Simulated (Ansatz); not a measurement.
Runs of Ansatz 0.2.0 on As. The typed cell holds 1 atom: a = 2.999 Å, b = 2.598 Å, c = 2.582 Å, α = 78.73°, β = 76.84°, γ = 93.49°. 

| level | share of exact exchange | gap on the mesh (eV) | pressure (GPa) |
| --- | --- | --- | --- |
| r2SCAN0 form with a typed share of exact exchange | 0 | none | 5.6 |
| r2SCAN0 form with a typed share of exact exchange | 0.15 | none | 4.0 |
| r2SCAN0 form with a typed share of exact exchange | 0.35 | - | (b) |
| r2SCAN0 form with a typed share of exact exchange | 0.1 | none | 4.6 |
| r2SCAN0 form with a typed share of exact exchange | 0.5 | - | 0.3 |
| r2SCAN0 | 0.25 | none | (a) |

Alike in all rows: task single point; potentials or basis Ansatz PAW; no spin polarisation; cell sheared at random, sigma 0.1, atoms nudged by 0.01 Å; k mesh 5 × 6 × 6; cutoff (eV) 500; smearing fermi-dirac 0.05 eV; the mesh is coarse, so values aren't converged.

Task: Estimate the missing entries.

Result: (a) 2.9; (b) 1.9.

Caveats: all runs use coarse meshes; the PAW data sets come from PBE, with cores solved anew for the run's functional, which leaves a small shift of forces and pressure; the thresholds are loose for stress (some runs).

A k mesh can miss the band edges, and the runs leave out spin-orbit coupling on As.

A gap of «none» marks a metal or a gap under the smearing width.
